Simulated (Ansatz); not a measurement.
# The 3-layer graphene (AB) under a gate, part 2 of 4

How does the 3-layer graphene (AB) take up charge from its gate?

Ansatz 0.2.0; plane-wave DFT, PBE-D3(BJ), Ansatz PAW (set soft_1); PAW set soft_1 (the session's first sound run).

So far. Step 2 (Relaxation): The lattice constant a goes from 2.467 to 2.465 Å.

## (3) Gated layer, added electrons 0

The slab is cut off from its images along the normal. A charged sheet stands for each gate, the layer takes the opposite charge, and a barrier ahead of the sheet keeps electrons from leaking to it. The uncharged case sets the zero; a dense mesh is needed because few carriers fill a small part of the zone.

The cell differs from the one that the last finished run ended in (c 44.400 → 43.481 Å).

The input, input.yaml:

```yaml
crystal:
  lattice:
    - [2.4651842593, 0.0, 0.0]
    - [-1.2325921297, 2.1349121936, 0.0]
    - [0.0, 0.0, 43.4811930474]
  atoms:
    - { symbol: C, position: [0.6666666667, 0.3333333333, 0.4220309711] }
    - { symbol: C, position: [0.3333333333, 0.6666666667, 0.4220215388] }
    - { symbol: C, position: [0.0, 0.0, 0.5] }
    - { symbol: C, position: [0.6666666667, 0.3333333333, 0.5] }
    - { symbol: C, position: [0.6666666667, 0.3333333333, 0.5779690289] }
    - { symbol: C, position: [0.3333333333, 0.6666666667, 0.5779784612] }
  periodic: [true, true, false]
  symmetry: { detect: true }
kpoints:
  mp_grid: { grid: [114, 114, 1] }
  band_path:
    path: [[0, 0, 0], [0.5, 0, 0], [0.33333333, 0.33333333, 0], [0, 0, 0]]
    npoints: 16
hamiltonian:
  xc: pbe
  dispersion: d3bj
  pseudopotentials: { kind: paw, azcp: { folder: soft_1 } }
scf:
  occupations: { method: fermi_dirac, width: 0.02585 }
  convergence: { dr2_threshold: 1.0e-10 }
output:
  forces: true
  eigenvalues: true
  dos: { projected: true, e_range: [-3, 3], de: 0.01 }
  write_potential: true
  write_density: true
  volumetric_format: npy
  elf: true
external_charges:
  - { charge: 0, barrier: 10, axis: 3, height: 28.631, sigma: 0.25 }
```

Command:

```bash
$ ansatz run input.yaml --threads 4 --pin off --max-ram 16384MiB --backend cpu --events-out ev --progress --plain --runs-dir out
```

Numbers of over 12 decimals in the logs are rounded to 6 here.

What it wrote:

```text
[...]
Crystal: 6 atoms, lattice volume = 228.839 Å³
Basis set: ecut = 420 eV, 4315 PW (Γ), exchange–correlation on 36×36×600 points (8 copies of the dense FFT grid, shifted against one another)
Bands: 18, of which v1, the nominal top of the filled ones, is band 12 counted from 1 (11 counted from 0)
Symmetry: 6 space group operations
k-points: 1141 of 12996 (time reversal used)
[...]
SCF iter   1: F=—  HF=-1509.703126 eV  |F-HF|=—  |Δ(HF+E_count)|=         —  Δρ=6.16e-2  dr2=7.70e0  ethr=3.10e-3  ⟨swp⟩=18.4  Hψ=237951  notcnv=0
[...]
SCF iter  12: F=-1506.390237 eV  HF=-1506.390237 eV  |F-HF|=4.27e-11  |Δ(HF+E_count)|=  1.98e-10  Δρ=1.29e-7  dr2=4.16e-11  ethr=1.00e-12  ⟨swp⟩=36.0  Hψ=267705  notcnv=0
SCF 1 converged in 12 iterations: F = -1506.390237 eV  dr2 = 4.16e-11
[...]
NSCF: frozen V_eff on 49 k-points
[...]
SCF converged after 12 iterations
Free energy (F): -1506.390237 eV
[...]
Internal energy: -1506.390159 eV  (E = F + TS)
E sigma→0 (E₀):  -1506.390198 eV
Entropy (-TS):   -0.000078 eV (-0.013 meV/atom)
Fermi energy:    -4.276743 eV
[...]
--- Forces (eV/Å), atoms and charges each counted from 1 ---
  atom   1  C      0.00000000    -0.00000000    -0.00174978
  atom   2  C     -0.00000000     0.00000000     0.00043317
  atom   3  C      0.00000000    -0.00000000    -0.00000518
  atom   4  C     -0.00000000     0.00000000    -0.00001162
  atom   5  C      0.00000000    -0.00000000     0.00097657
  atom   6  C      0.00000000     0.00000000    -0.00120215
  external charge   1     0.00000000     0.00000000     0.00155385
  max |Σ_I F_I| component, the external charges' with the atoms': 5.13e-6 eV/Å
--- Band table (eV; the first three rows and the last of 1141) ---
  k-point 0: bands = [... 8 lower, -7.2959, -7.2959, -7.2919, -7.2919, -0.7106, -0.0482, 0.2782, 1.0218, ... 2 higher]
  k-point 1: bands = [... 8 lower, -7.3035, -7.3000, -7.2994, -7.2959, -0.7082, -0.0459, 0.2807, 1.0242, ... 2 higher]
  k-point 2: bands = [... 8 lower, -7.3220, -7.3203, -7.3121, -7.3078, -0.7008, -0.0387, 0.2883, 1.0316, ... 2 higher]
  k-point 1140: bands = [... 8 lower, -14.8297, -4.7121, -4.2942, -4.2782, -4.2725, -4.2633, -3.8165, 6.1036, ... 2 higher]
```

Elapsed: 3.8 min, on 4 threads of Arm Neoverse V1, shared host; peak memory 3.8 GiB.

In the SCF lines HF is the Harris–Foulkes energy and dr2 the Hartree energy of the density residual, in eV; the loop may stop once dr2 is under the threshold and the program's other checks hold. Hψ counts applications of the Hamiltonian.

This step gave:

```yaml
potential_beyond_the_upper_barrier_and_gate_less_the_barrier_from_the_fermi_level: 4.272 eV
```

Running mean over a fixed 2.8 Å (it still follows the layers) of the planar mean; beyond a gate it holds the 10 eV model barrier. The electron's electrostatic potential energy less the Fermi level by z:

z (Å), electron's electrostatic potential energy less the Fermi level (eV) and a bar from the least value:
```
        4        4.3 ################
        5        4.3 ################
        6        4.3 ################
        7        4.3 ################
        8        4.3 ################
        9        4.3 ################
       10        4.3 ################
       11        4.3 ################
       12        4.3 ################
       13        4.3 ################
       14        4.3 ################
       15        4.3 ################
       16        4.0 ################
       17       -1.9 ########
       18       -7.2 
       19       -6.9 #
       20       -1.1 #########
       21       -6.6 #
       22       -7.3 
       23       -3.4 #####
       24       -4.5 ####
       25       -7.3 
       26       -6.0 ##
       27        2.9 ##############
       28        6.9 ####################
       29       10.6 #########################
       30       13.9 #############################
       31       14.3 ##############################
       32       14.3 ##############################
       33       14.3 ##############################
       34       14.3 ##############################
       35       14.3 ##############################
       36       14.3 ##############################
       37       14.3 ##############################
       38       14.3 ##############################
       39       14.3 ##############################
```

The density of states has structure finer than the step of the table below, so its rows give means over 0.1 eV, whole bins alone (the curve runs from -3 to 1.99 eV). Peaks (eV: height): -2.35: 1.60, -2.16: 1.84, 1.51: 1.84, 1.68: 2.02.

The density of states by energy, zero at the Fermi level; means over each step:

```
energy (eV)  density of states (states/eV a cell)
       -2.9                                  1.11
       -2.8                                  1.16
       -2.7                                  1.27
       -2.6                                  1.37
       -2.5                                  1.29
       -2.4                                  1.40
       -2.3                                  1.38
       -2.2                                  1.44
       -2.1                                  1.31
       -2.0                                  1.05
       -1.9                                 0.919
       -1.8                                 0.821
       -1.7                                 0.739
       -1.6                                 0.669
       -1.5                                 0.608
       -1.4                                 0.552
       -1.3                                 0.501
       -1.2                                 0.453
       -1.1                                 0.408
       -1.0                                 0.366
       -0.9                                 0.326
       -0.8                                 0.288
       -0.7                                 0.251
       -0.6                                 0.215
       -0.5                                 0.178
       -0.4                                 0.129
       -0.3                                 0.103
       -0.2                                0.0789
       -0.1                                0.0555
        0.0                                0.0238
        0.1                                0.0415
        0.2                                0.0640
        0.3                                0.0862
        0.4                                 0.110
        0.5                                 0.165
        0.6                                 0.212
        0.7                                 0.255
        0.8                                 0.302
        0.9                                 0.355
        1.0                                 0.413
        1.1                                 0.482
        1.2                                 0.570
        1.3                                 0.685
        1.4                                 0.875
        1.5                                  1.46
        1.6                                  1.45
        1.7                                  1.62
        1.8                                  1.31
        1.9                                  1.30
```

Projected DOS per atom over height of the atomic layer and energy from the Fermi level. Layers: C2 C2 C2 from below.

Ten even steps from '0' (0.006 states/eV) to '9' (0.255 states/eV), each cell a mean:
```
888
989
676
333
222
111
000
000
000
000
000
111
111
222
333
333
454
666
999
979
888
777
```
Columns: height of the atomic layer (Å) from 18.4 to 25.1; rows upwards: energy from the Fermi level (eV) from -2.98 to 1.97.

Electronic bands along the path, in eV, zero at the Fermi level:

```
  point  band 9  band 10  band 11  band 12  band 13  band 14  band 15  band 16
      Γ   -3.02    -3.02    -3.02    -3.02     3.57     4.23     4.55     5.30
halfway   -5.25    -5.05    -5.04    -5.02     5.54     6.14     6.60     7.03
      M   -6.40    -2.63    -2.35    -2.16     1.52     1.68     1.98     7.27
halfway   -8.20    -2.03    -1.76    -1.57     1.40     1.46     1.62     9.74
      K  -10.55    -0.44    -0.02     0.00     0.00     0.01     0.46    10.38
halfway   -6.39    -5.90    -5.33    -4.71     6.20     6.22     6.38     6.53
      Γ   -3.02    -3.02    -3.02    -3.02     3.57     4.23     4.55     5.30
```

ELF in the ca plane at fractional y = 0.333, with atoms of C within 0.2 Å of it. It is the smooth field of the valence electrons, not physical close to the nuclei.

Ten even steps from '0' (0.00) to '9' (0.78), each cell a mean:
```
00000001368999730048999840037999852000000000
00000001368537740158646850047735863100000000
00000001477205740157304750047503764100000000
00000001368768730158757850047867863100000000
00000000258999730048999740037999852000000000
00000000146887520036888620025788641000000000
00000000135776410025676520024676531000000000
00000000247898520036898630026898741000000000
```
Columns run along c (16.0 Å, from fractional 0.32 to 0.69 of the cell), rows up along a (2.5 Å). Atoms in or near the plane, at fractional coordinates: C at (0.42, 0.67), C at (0.50, 0.67), C at (0.58, 0.67).

Electrostatic potential energy in the ca plane at fractional y = 0.333, with atoms of C within 0.2 Å of it. With pseudopotentials it is smooth inside the atoms' cores, unlike the true potential.

Ten even steps from '0' (-54 eV) to '9' (10 eV), each cell a mean:
```
88888888886435788887435788887534788888889999
88888888875103788886102688886201578888889999
88888888874002688875001688886100578888889999
88888888875103788886202688887301678888889999
88888888887546788887545788887645788888889999
88888888887667788887666788887666788888889999
88888888887657788887656788887656788888889999
88888888887667788887666788887766788888889999
```
Columns run along c (16.0 Å, from fractional 0.32 to 0.69 of the cell; values clipped at the 3rd and 97th percentile), rows up along a (2.5 Å). Atoms in or near the plane, at fractional coordinates: C at (0.42, 0.67), C at (0.50, 0.67), C at (0.58, 0.67).

Valence density in the ca plane at fractional y = 0.333, with atoms of C within 0.2 Å of it. It is the smooth field of the valence electrons, not physical close to the nuclei.

Values in e/Å³, 5 rows by 16 columns, each cell a mean:
```
0.0 0.0 0.0 0.3 1.4 0.2 0.1 1.2 0.6 0.1 0.7 1.1 0.1 0.0 0.0 0.0
0.0 0.0 0.0 0.4 1.5 0.3 0.1 1.3 0.8 0.1 0.8 1.3 0.1 0.0 0.0 0.0
0.0 0.0 0.0 0.3 1.4 0.2 0.1 1.2 0.6 0.1 0.7 1.1 0.1 0.0 0.0 0.0
0.0 0.0 0.0 0.2 0.8 0.2 0.1 0.7 0.4 0.0 0.4 0.7 0.1 0.0 0.0 0.0
0.0 0.0 0.0 0.2 0.8 0.2 0.1 0.7 0.4 0.0 0.4 0.7 0.1 0.0 0.0 0.0
```
Columns run along c (16.0 Å, from fractional 0.32 to 0.69 of the cell), rows up along a (2.5 Å). Atoms in or near the plane, at fractional coordinates: C at (0.42, 0.67), C at (0.50, 0.67), C at (0.58, 0.67).

There is no gap.

## (4) Gated layer, added electrons 1×10¹³ per cm²

Edit input.yaml of step 3 so:

```diff
@@ -14,2 +14,3 @@
   symmetry: { detect: true }
+total_charge: -0.005263
 kpoints:
@@ -29,3 +30,2 @@
   eigenvalues: true
-  dos: { projected: true, e_range: [-3, 3], de: 0.01 }
   write_potential: true
@@ -33,4 +33,4 @@
   volumetric_format: npy
-  elf: true
 external_charges:
   - { charge: 0, barrier: 10, axis: 3, height: 28.631, sigma: 0.25 }
+  - { charge: 0.005263, axis: 3, height: 30.131, sigma: 0.5 }
```

What it wrote:

```text
[...]
Crystal: 6 atoms, lattice volume = 228.839 Å³
Basis set: ecut = 420 eV, 4315 PW (Γ), exchange–correlation on 36×36×600 points (8 copies of the dense FFT grid, shifted against one another)
Bands: 19, of which v1, the nominal top of the filled ones, is band 12 counted from 1 (11 counted from 0)
Symmetry: 6 space group operations
k-points: 1141 of 12996 (time reversal used)
[...]
SCF iter   1: F=—  HF=-1509.728354 eV  |F-HF|=—  |Δ(HF+E_count)|=         —  Δρ=6.16e-2  dr2=7.71e0  ethr=3.10e-3  ⟨swp⟩=17.4  Hψ=245429  notcnv=0
[...]
SCF iter  12: F=-1506.410389 eV  HF=-1506.410389 eV  |F-HF|=2.20e-10  |Δ(HF+E_count)|=   2.03e-9  Δρ=2.02e-7  dr2=8.28e-11  ethr=1.00e-12  ⟨swp⟩=37.9  Hψ=277420  notcnv=0
the search or the solves at the SCF's close seem to have found levels that the self-consistency loop had missed (the run counts 1). By its estimate they hold under 1e-12 electrons; where the run keeps them, the occupations were computed again with them
SCF 1 converged in 12 iterations: F = -1506.410389 eV  dr2 = 8.28e-11
[...]
SCF converged after 12 iterations
Free energy (F): -1506.410389 eV
[...]
Internal energy: -1506.410271 eV  (E = F + TS)
E sigma→0 (E₀):  -1506.410330 eV
Entropy (-TS):   -0.000118 eV (-0.020 meV/atom)
Fermi energy:    -3.777471 eV
[...]
--- Forces (eV/Å), atoms and charges each counted from 1 ---
  atom   1  C      0.00000000    -0.00000000    -0.00177910
  atom   2  C     -0.00000000     0.00000000     0.00077256
  atom   3  C      0.00000000    -0.00000000     0.00117377
  atom   4  C     -0.00000000     0.00000000    -0.00069861
  atom   5  C      0.00000000    -0.00000000    -0.00028915
  atom   6  C     -0.00000000     0.00000000    -0.00041579
  external charge   1     0.00000000     0.00000000     0.00170073
  external charge   2     0.00000000     0.00000000    -0.00047594
  max |Σ_I F_I| component, the external charges' with the atoms': 1.15e-5 eV/Å
--- Band table (eV; the first three rows and the last of 1141) ---
  k-point 0: bands = [... 8 lower, -6.9101, -6.9101, -6.8752, -6.8752, -0.3049, 0.1355, 0.6886, 1.4164, ... 3 higher]
  k-point 1: bands = [... 8 lower, -6.9178, -6.9142, -6.8828, -6.8792, -0.3025, 0.1379, 0.6911, 1.4189, ... 3 higher]
  k-point 2: bands = [... 8 lower, -6.9406, -6.9263, -6.9056, -6.8913, -0.2952, 0.1451, 0.6987, 1.4262, ... 3 higher]
  k-point 1140: bands = [... 8 lower, -14.4107, -4.3459, -3.9810, -3.9179, -3.9058, -3.8509, -3.4419, 6.4452, ... 3 higher]
```

Wall time 3.8 min (4 threads); peak memory 3.9 GiB.

This step gave:

| Property | Result |
| --- | --- |
| energy at zero smearing | -1506.4103 eV |
| potential beyond the upper barrier and gate, less the barrier, from the Fermi level | 3.352 eV |

Electronic bands along the path, in eV, zero at the Fermi level:

```
  point  band 9  band 10  band 11  band 12  band 13  band 14  band 15  band 16
      Γ   -3.13    -3.13    -3.10    -3.10     3.47     3.91     4.47     5.19
halfway   -5.38    -5.24    -5.15    -5.11     5.45     5.84     6.51     6.88
      M   -6.49    -2.76    -2.50    -2.28     1.37     1.54     1.86     7.12
halfway   -8.30    -2.16    -1.90    -1.68     1.24     1.33     1.50     9.61
      K  -10.63    -0.57    -0.20    -0.14    -0.13    -0.07     0.34    10.22
halfway   -6.48    -6.03    -5.48    -4.84     6.07     6.10     6.24     6.41
      Γ   -3.13    -3.13    -3.10    -3.10     3.47     3.91     4.47     5.19
```

Against the uncharged case this takes +0.92 V.

## (5) Gated layer, added electrons 3×10¹³ per cm²

Edit input.yaml of step 4 so:

```diff
@@ -14,3 +14,3 @@
   symmetry: { detect: true }
-total_charge: -0.005263
+total_charge: -0.015789
 kpoints:
@@ -35,2 +35,2 @@
   - { charge: 0, barrier: 10, axis: 3, height: 28.631, sigma: 0.25 }
-  - { charge: 0.005263, axis: 3, height: 30.131, sigma: 0.5 }
+  - { charge: 0.015789, axis: 3, height: 30.131, sigma: 0.5 }
```

What it wrote:

```text
[...]
Crystal: 6 atoms, lattice volume = 228.839 Å³
Basis set: ecut = 420 eV, 4315 PW (Γ), exchange–correlation on 36×36×600 points (8 copies of the dense FFT grid, shifted against one another)
Bands: 19, of which v1, the nominal top of the filled ones, is band 12 counted from 1 (11 counted from 0)
Symmetry: 6 space group operations
k-points: 1141 of 12996 (time reversal used)
[...]
--- Band table (eV; the first three rows and the last of 1141) ---
  k-point 0: bands = [... 8 lower, -6.1557, -6.1557, -6.0824, -6.0824, 0.3427, 0.5920, 1.4752, 2.1670, ... 3 higher]
  k-point 1: bands = [... 8 lower, -6.1633, -6.1597, -6.0900, -6.0864, 0.3451, 0.5944, 1.4777, 2.1694, ... 3 higher]
  k-point 2: bands = [... 8 lower, -6.1861, -6.1718, -6.1128, -6.0985, 0.3523, 0.6018, 1.4852, 2.1766, ... 3 higher]
  k-point 1140: bands = [... 8 lower, -13.6180, -3.6427, -3.3624, -3.2063, -3.1536, -3.0592, -2.6967, 7.0835, ... 3 higher]
[key lines of the parts left out:]
SCF converged after 12 iterations
Free energy (F): -1506.437969 eV
Fermi energy:    -2.924777 eV
```

It took 3.9 min on 4 threads; peak memory 3.9 GiB; 16 min of CPU time.

Against the uncharged case this takes +2.57 V.

## (6) Gated layer, added electrons 6×10¹³ per cm²

Edit input.yaml of step 5 so:

```diff
@@ -14,3 +14,3 @@
   symmetry: { detect: true }
-total_charge: -0.015789
+total_charge: -0.031578
 kpoints:
@@ -35,2 +35,2 @@
   - { charge: 0, barrier: 10, axis: 3, height: 28.631, sigma: 0.25 }
-  - { charge: 0.015789, axis: 3, height: 30.131, sigma: 0.5 }
+  - { charge: 0.031578, axis: 3, height: 30.131, sigma: 0.5 }
```

What it wrote:

```text
[...]
Crystal: 6 atoms, lattice volume = 228.839 Å³
Basis set: ecut = 420 eV, 4315 PW (Γ), exchange–correlation on 36×36×600 points (8 copies of the dense FFT grid, shifted against one another)
Bands: 19, of which v1, the nominal top of the filled ones, is band 12 counted from 1 (11 counted from 0)
Symmetry: 6 space group operations
k-points: 1141 of 12996 (time reversal used)
[...]
--- Band table (eV; the first three rows and the last of 1141) ---
  k-point 0: bands = [... 8 lower, -5.0548, -5.0548, -4.9466, -4.9466, 0.8224, 1.6639, 2.6065, 3.2451, ... 3 higher]
  k-point 1: bands = [... 8 lower, -5.0624, -5.0588, -4.9542, -4.9506, 0.8248, 1.6663, 2.6091, 3.2474, ... 3 higher]
  k-point 2: bands = [... 8 lower, -5.0852, -5.0709, -4.9770, -4.9627, 0.8321, 1.6737, 2.6166, 3.2545, ... 3 higher]
  k-point 1140: bands = [... 8 lower, -12.4823, -2.6160, -2.4002, -2.1388, -2.0549, -1.9243, -1.5967, 7.9893, ... 3 higher]
[key lines of the parts left out:]
SCF converged after 12 iterations
Free energy (F): -1506.450161 eV
Fermi energy:    -1.749910 eV
```

It took 4 min on 4 threads; peak memory 3.9 GiB.

Against the uncharged case this takes +4.88 V.

(Part 2 of 4 ends here.)

[Logs are printed without paths, hosts, clocks, repeated set-up lines and the standing remarks that a program may print on its own settings, such as how far it seeks lower states.]

[Hosts, paths, dates, database ids (printed as entryN), source tags and the programs' standing remarks are cut or masked in the printed files.]

[Maps of the electrostatic potential energy from Ansatz leave out the sawtooth potential of an applied field or a dipole correction, so their vacuum need not be flat; planar profiles and work functions include it.]

[The density of states shown here was stored with 400 of the rows of the run's finer table, so its peaks can read low, often by over a quarter, or be missed, and its means over a window can be off by a tenth or more.]
